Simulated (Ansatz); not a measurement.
Input and output for CaS (Oldhamite): DFT, LDA, all-electron LAPW, scalar-relativistic (Ansatz 0.2.0).

The cell comes from a relaxation on PAW files under the same functional, begun from a database entry that needn't be the ground state.

Command: `ansatz run input.yaml --threads 1 --pin off --max-ram 2048MiB --backend cpu --events-out ev --progress --plain --runs-dir out` It took 9.7 s on 1 thread of Arm Neoverse V1, with other jobs on the host, peak memory 0.26 GiB.

```yaml
crystal:
  lattice:
    - [0.0, 2.7822229663, 2.7822229663]
    - [2.7822229663, 0.0, 2.7822229663]
    - [2.7822229663, 2.7822229663, 0.0]
  atoms:
    - { symbol: Ca, position: [0.0, 0.0, 0.0] }
    - { symbol: S, position: [0.5, 0.5, 0.5] }
kpoints:
  mp_grid: { grid: [9, 9, 9] }
  band_path:
    path:
      - [0.0, 0.0, 0.0]
      - [0.5, 0.0, 0.5]
      - [0.625, 0.25, 0.625]
      - [0.375, 0.375, 0.75]
      - [0.0, 0.0, 0.0]
      - [0.5, 0.5, 0.5]
      - [0.5, 0.25, 0.75]
      - [0.5, 0.0, 0.5]
    npoints: 14
scf:
  occupations: { method: fermi_dirac, width: 0.02 }
hamiltonian:
  xc: lda
  pseudopotentials: { kind: all_electron, lapw: { basis_error: 0.0005 } }
output:
  forces: true
  stress: true
  eigenvalues: true
  populations: true
  dos: { projected: true, de: 0.2, e_range: [-14, 8] }
```

Output:

```
Ca: projections on atomic orbitals take those of the free atom 1s2 2s2 2p6 3s2 3p6 4s2, of charge +0.00 (hamiltonian.pseudopotentials.projection_atoms)
S: projections on atomic orbitals take those of the free atom 1s2 2s2 2p6 3s2 3p4, of charge +0.00 (hamiltonian.pseudopotentials.projection_atoms)
LAPW: plane waves up to 7.029 Å⁻¹, error target 5.0e-4 eV per atom; small_component_spin mean_spin; S in spheres of 1.327 Å, 14 of its electrons in bands, Dirac shells []; Ca in spheres of 1.456 Å, 10 of its electrons in bands, Dirac shells [] (how accurate: hamiltonian.pseudopotentials.lapw.basis_error, Limitations)
Engine: ansatz 0.2.0
Pseudopotentials: kind: all_electron
Pseudopotential: Ca, LAPW, valence charge 10, lapw/all_electron/scalar/gaussian/Ca, Koelling and Harmon's equation, gaussian nucleus
Pseudopotential: S, LAPW, valence charge 14, lapw/all_electron/scalar/gaussian/S, Koelling and Harmon's equation, gaussian nucleus
Functional definition: SPW92
  exchange = slater_x
  correlation = pw_c
Crystal: 2 atoms, lattice volume = 43.073 Å³
Basis set: ecut = 188.23162089106125 eV, 259 PW (Γ), exchange–correlation at level 2
Bands: 16, of which v1, the nominal top of the filled ones, is band 12 counted from 1 (11 counted from 0)
Symmetry: 48 space group operations
Space group: Fm-3m (ITA 225), of the structure as read, at distance tolerance 3.5e-5 Å
k-points: 35 of 729
Non-local potential: Ca, projectors of the file, none
Non-local potential: S, projectors of the file, none
Initial density: superposition of atomic densities (chi_scale 0.1, normalization cell, long waves kept (reshape's long-wave potential 0.00 eV rms))
Initial wavefunctions: plane waves of lowest kinetic energy (no species holds an atomic orbital)
Functional: x = slater, c = lda
iter 1 solved again at ethr=2.90e-3 eV; its pass at ethr=1.00e-1 eV (dr2=6.96e-1 eV) is discarded
SCF iter   1: F=—  HF=-29305.336002 eV  |F-HF|=—  |Δ(HF+E_count)|=         —  Δρ=2.97e-2  dr2=6.96e-1  ethr=2.90e-3  ⟨swp⟩=2.0  Hψ=3930  notcnv=0
preconditioner: auto → none  [insulator: Δε(μ)=2.739 eV  Ē_g=16.515 eV  σ=0.020 eV  W_gap=1.00  n_scr=14 (ndim 8)  ℏωp=21.2 eV  f_vac=0.000  D(μ)=0.00/eV (n_scr^D=0)  ε∞_Penn≈2.6]
iter 2 solved again at ethr=6.44e-5 eV; its pass at ethr=2.90e-3 eV (dr2=1.55e-2 eV) is discarded
SCF iter   2: F=—  HF=-29305.117912 eV  |F-HF|=—  |Δ(HF+E_count)|=   2.18e-1  Δρ=6.23e-3  dr2=1.54e-2  ethr=6.44e-5  ⟨swp⟩=2.5  Hψ=3159  notcnv=0
SCF iter   3: F=—  HF=-29305.099040 eV  |F-HF|=—  |Δ(HF+E_count)|=   1.89e-2  Δρ=4.65e-3  dr2=1.50e-2  ethr=6.42e-5  ⟨swp⟩=3.0  Hψ=1972  notcnv=0
SCF iter   4: F=—  HF=-29305.098360 eV  |F-HF|=—  |Δ(HF+E_count)|=   6.80e-4  Δρ=2.01e-3  dr2=2.76e-3  ethr=6.27e-5  ⟨swp⟩=2.0  Hψ=1738  notcnv=0
SCF iter   5: F=—  HF=-29305.097986 eV  |F-HF|=—  |Δ(HF+E_count)|=   3.74e-4  Δρ=4.38e-4  dr2=1.27e-4  ethr=1.15e-5  ⟨swp⟩=2.0  Hψ=1748  notcnv=0
SCF iter   6: F=—  HF=-29305.097975 eV  |F-HF|=—  |Δ(HF+E_count)|=   1.07e-5  Δρ=4.86e-5  dr2=1.47e-6  ethr=5.31e-7  ⟨swp⟩=2.0  Hψ=1715  notcnv=0
SCF iter   7: F=-29305.097976 eV  HF=-29305.097976 eV  |F-HF|=1.06e-9  |Δ(HF+E_count)|=   7.99e-8  Δρ=2.94e-6  dr2=4.55e-9  ethr=6.12e-9  ⟨swp⟩=2.0  Hψ=1716  notcnv=0
SCF 1 converged in 7 iterations: F = -29305.097976 eV  dr2 = 4.55e-9
NSCF: frozen V_eff on 99 k-points
SCF converged after 7 iterations
Free energy (F): -29305.097976 eV
Harris-Foulkes:  -29305.097976 eV  (|F-HF|=1.06e-9)
Internal energy: -29305.097976 eV  (E = F + TS)
E sigma→0 (E₀):  -29305.097976 eV
Fermi energy:    8.169699 eV
--- Per-component energies (eV) ---
  E_band       = -1350.652527
  E_kinetic    = 29475.401861
  E_xc         = -1606.167600
  E_electrostatic = -57174.332236  (all electrons and nuclei)
  E_smearing   = -0.000000  (= −TS)
  E_closure    = 0.000000  (closes the sum)
  E_atoms      = -29293.657481  (free atoms, spherical and without spin; not in F)
  Σ components = -29305.097976   (vs F -29305.097976, Δ=0.00e0)
  Basis errors (estimates in eV, not in F): energy 2.1e-4 per atom: plane waves 1.9e-4 (1.1e-4 summed), levels above the bands 1.7e-81, relativity 1.9e-9, radial functions 2.3e-5, core shells 8.4e-7; eigenvalues (radial functions only) 9.2e-7; not estimated: angular momenta, meshes, grids; target (lapw.basis_error) 5.0e-4; muffin-tin radii S 1.327 Å, Ca 1.456 Å
--- Forces (eV/Å), atoms counted from 1 ---
  atom   1  Ca    -0.00000000     0.00000000     0.00000000
  atom   2  S      0.00000000    -0.00000000     0.00000000
  max |Σ_I F_I| component: 2.30e-31 eV/Å
--- Stress (GPa, compression-positive) ---
       -0.015959       0.000000       0.000000
        0.000000      -0.015959      -0.000000
        0.000000      -0.000000      -0.015959
  P = ⅓ Tr σ = -0.0160 GPa (-0.160 kbar)
--- Band table (eV; the first three rows and the last of 35) ---
  k-point 0: bands = ["-195.3851", "-141.0714", "-141.0714", "-141.0714", "-31.4338", "-12.6626", "-12.6626", "-12.6626", "-4.3736", "7.1681", "7.1681", "7.1681", "11.1066", "11.1066", "11.1066", "11.4943"]
  k-point 1: bands = ["-195.3851", "-141.0714", "-141.0714", "-141.0714", "-31.4318", "-12.6922", "-12.6648", "-12.6648", "-4.2689", "6.5654", "6.9483", "6.9483", "11.1441", "11.3102", "11.3102", "12.1326"]
  k-point 2: bands = ["-195.3851", "-141.0714", "-141.0714", "-141.0714", "-31.4265", "-12.7655", "-12.6701", "-12.6701", "-3.9925", "5.4306", "6.4951", "6.4951", "11.2409", "11.8313", "11.8313", "13.1332"]
  k-point 34: bands = ["-195.3851", "-141.0714", "-141.0714", "-141.0714", "-31.4109", "-12.8032", "-12.7722", "-12.7354", "-3.5030", "4.9304", "5.3568", "5.5822", "11.4771", "12.3230", "13.2461", "13.8787"]
--- Löwdin populations: 2 sites ---
  site symbol       q [e]
     0     Ca     18.4422
     1      S     17.2611
  spilling = 0.008244 (of n_electrons = 36.000000)
```

populations.tsv:

```
# site	symbol	l	j	q
# orbitals = lowdin
# n_electrons = 36.000000
# spilling = 0.008244
# projection_atom_Ca: 1s2 2s2 2p6 3s2 3p6 4s2
# projection_atom_S: 1s2 2s2 2p6 3s2 3p4
0	Ca	0_1S	-	1.999986
0	Ca	0_2S	-	1.999351
0	Ca	0_3S	-	1.982468
0	Ca	0_4S	-	0.467514
0	Ca	1_2P	-	5.999971
0	Ca	1_3P	-	5.992871
1	S	0_1S	-	1.999937
1	S	0_2S	-	1.996543
1	S	0_3S	-	1.835572
1	S	1_2P	-	5.999678
1	S	1_3P	-	5.429337
```
